Q: The table gives a pressure for a crystal of SiC that nobody squeezes. What does it mean?

Ansatz 0.2.0, hybrid density functionals and Hartree-Fock for cubic SiC (2 atoms per cell), all at the r2SCAN geometry. Spin-unpolarised plane-wave calculations with PAW, a cutoff of 420 eV, an 8x8x8 k mesh and fixed occupations. Pressure and stress are positive in compression and rounded to 0.1 GPa.

```
  functional  pressure (GPa)  stress xx (GPa)  stress yy (GPa)  stress zz (GPa)
    DDH-PBE0           0.700            0.700            0.700            0.700
       HSE06          -1.100           -1.100           -1.100           -1.100
Hartree-Fock           1.800            1.800            1.800            1.800
     LC-wPBE          -5.600           -5.600           -5.600           -5.600
        PBE0          -1.300           -1.300           -1.300           -1.300
```

A: It measures how badly the cell suits the functional. All five rows use the same cell, whose size was found with another functional, r2SCAN. A positive pressure means that the crystal pushes outward and would like a larger cell; a negative one means that it would like to shrink. The columns stress xx, stress yy and stress zz repeat the pressure because the crystal is cubic.

The number to remember is that 1 GPa in SiC corresponds to roughly 0.15% of the cell edge. The relative change of volume is the pressure P divided by the bulk modulus B, and the edge a takes a third of it:

Δa/a = P/(3B)

With B near 220 GPa, a rough recalled value, LC-wPBE gives −5.6/(3 × 220), which is a shrinkage of about 0.8%. The other four rows stay within 0.3%.

Q: DDH-PBE0 and PBE0 sound like the same functional. Which has the higher pressure, and why?

A: DDH-PBE0, by 2.0 GPa. Both mix exact exchange, the kind used in Hartree-Fock theory, into the PBE functional, and they differ only in the share. PBE0 takes a quarter; DDH-PBE0 takes the inverse of the dielectric constant, which for SiC is roughly 0.15. So this pair shows directly that a larger share of exact exchange pulls the crystal inward.

The reason has to be argued. Exchange keeps electrons of the same spin apart, and the energy gained is larger when the region cleared around an electron is compact. In exact exchange this region follows the bond orbital, which covers both atoms, so it spreads out when the bond is stretched. PBE sees only the density and its slope at each point, and assumes a region that stays close to the electron. It therefore gives up less of the gain on stretching, and each part of it that exact exchange replaces should add some inward pull.

Q: Hartree-Fock has nothing but exact exchange. Shouldn't it then have the lowest pressure of all?

A: It has the highest, 1.8 GPa, because it also drops correlation, which the other four rows keep. Correlation is the energy that electrons gain by avoiding one another beyond what exchange already enforces. The other four rows take it from PBE, where the gain per electron grows when the electrons are packed more densely, so it favours a smaller cell. Without it, the crystal loses a strong inward pull.

The size of that pull can be estimated in two ways. A straight line through DDH-PBE0 and PBE0, extended to full exact exchange with PBE correlation kept, ends 17 to 18 GPa below the Hartree-Fock row, which took no part in the line. A uniform electron gas with the valence density of SiC has a correlation pressure of about −12 GPa. The line reaches far beyond its two points and the gas has no bonds, so only the order of magnitude counts: ten GPa or somewhat more. Compared with PBE, Hartree-Fock thus makes two large changes that largely cancel: exact exchange pulls the crystal inward, and the pull of PBE correlation is lost. The pull of true correlation may be much weaker.

Q: HSE06 leaves out the exact exchange between distant points. Why does its pressure stay so close to that of PBE0?

A: Because the distant part of exchange hardly depends on the volume. Around each electron, exchange clears a hole from which exactly one electron of the same spin is removed. HSE06 turns exact exchange off gradually, over a length 1/ω of about 4.8 Å, while a Si–C bond measures only 1.9 Å. If the hole is small compared with 1/ω, the distant part of the exchange energy for N electrons is, in atomic units,

E = −N ω/√π

This contains the number of electrons but no volume, so it exerts no pressure. The hole assumed in PBE also removes one electron and leads to the same expression. Replacing the distant part of one by that of the other therefore leaves the pressure almost unchanged. The two rows agree with this: they share the same exchange fraction at short range and differ by only 0.2 GPa.

Q: But the band gap of PBE0 is 0.7 eV wider than that of HSE06. If the distant part matters so little, where does that come from?

A: It matters little for the pressure and much for the levels. Exact exchange acts differently on filled and empty states: if the hole is small, its distant part lowers a filled level by 2ω/√π and leaves an empty one alone. The PBE form lowers both by ω/√π. When PBE0 replaces a quarter of the PBE form by the exact one, filled levels sink and empty levels rise by the same amount:

shift = ¼ × ω/√π ≈ 0.25 × 0.11/1.8 × 27 eV ≈ 0.4 eV

The same calculations let us test this. From HSE06 to PBE0 the top of the valence band falls by 0.37 eV and the bottom of the conduction band rises by 0.34 eV. The estimate is right in both directions and somewhat too large, as it should be if the hole is not quite small compared with 1/ω. No band edge was used to make it.

This also explains why a gap is a poor guide to the pressure. DDH-PBE0 narrows the gap of PBE0 by taking less exact exchange everywhere, HSE06 by removing only its distant part. They arrive at gaps only about 0.03 eV apart, yet their pressures differ by 1.8 GPa. Only the first route changes exchange much at the short distances that matter for the pressure.

Q: LC-wPBE also divides exchange by distance. Why is its pressure so different?

A: It divides at a much shorter distance and the other way round. Exact exchange takes over beyond about 1.3 Å, which is less than a bond length, and it then enters in full instead of as a quarter. The hole is no longer small on that scale. The calculated exact-exchange energy confirms this, for it reaches only about four fifths of what the formula for a small hole would give.

Once the formula fails, the shape of the hole counts, and the shape changes when the bonds are stretched. Exact exchange and PBE then need not give the same pressure. That the difference pulls inward fits what DDH-PBE0 and PBE0 showed, but I infer this from the likeness of the cases; the pressure has not been split into its parts. For another functional that keeps PBE correlation, then, ask first how much exact exchange it has within a bond length or two, and only then what it does far away.

Q: Which digits would you trust, and what would change if the cell were slightly larger?

A: I would trust the large differences and not the last digit. The stress was converged only loosely in all the runs, so the order of HSE06 and PBE0, 0.2 GPa apart, should not be interpreted. A limited set of plane waves also adds a false stress. It should be much the same in every row, since cell and cutoff are the same, and so it largely cancels in differences such as the 7.4 GPa between Hartree-Fock and LC-wPBE.

The sign of a small pressure is less secure: in a single row the false stress does not cancel, no test with a higher cutoff is shown, and the value also depends on the chosen cell. Make the edge 0.1% longer, and every pressure falls by about 3 × 220 × 0.001, or 0.7 GPa. DDH-PBE0 would then stand near zero, while the differences between the rows would hardly change.

For an engineer who wants to calculate a strained layer, the consequence is practical. None of these pressures is a stress in a real film, and none of the five functionals can be assumed to be at rest in this cell. The cell should first be relaxed with the functional that will be used, and the strain counted from there. Otherwise an LC-wPBE calculation begins with the crystal already stretched by about 0.8%. The output printed below gives this offset for each row, together with the two-point line and the estimates for the electron gas and the band edges.

Output of the analysis:

```
Edge change that would relieve the pressure:
           row  pressure in GPa  change in percent  change in A
      DDH-PBE0              0.7             0.1061      0.00462
         HSE06             -1.1            -0.1667     -0.00726
  Hartree-Fock              1.8             0.2727      0.01188
       LC-wPBE             -5.6            -0.8485     -0.03696
          PBE0             -1.3             -0.197     -0.00858
Pressure DDH-PBE0 minus PBE0 in GPa: 2
Pressure DDH-PBE0 minus HSE06 in GPa: 1.8
Pressure PBE0 minus HSE06 in GPa: -0.2
Pressure Hartree-Fock minus LC-wPBE in GPa: 7.4
Line extended to no exact exchange in GPa (DDH fraction 0.14): 3.245
Line extended to no exact exchange in GPa (DDH fraction 0.15): 3.7
Full exchange with PBE correlation minus Hartree-Fock in GPa (fraction 0.14): -16.74
Full exchange with PBE correlation minus Hartree-Fock in GPa (fraction 0.15): -18.1
Uniform-gas correlation pressure in GPa: -11.53
Switching length of HSE06 in A: 4.811
Switching length of LC-wPBE in A: 1.323
Si-C bond length in A: 1.886
Compact-hole estimate of the shift of each band edge in eV: 0.4222
Computed shift of valence band top from HSE06 to PBE0 in eV: -0.3743
Computed shift of conduction band bottom from HSE06 to PBE0 in eV: 0.3446
Gap PBE0 minus HSE06 in eV: 0.7189
Gap DDH-PBE0 minus HSE06 in eV: 0.03251
Compact-hole limit of LC-wPBE exact exchange in eV: -49.13
Computed LC-wPBE exact exchange over that limit: 0.8046
```
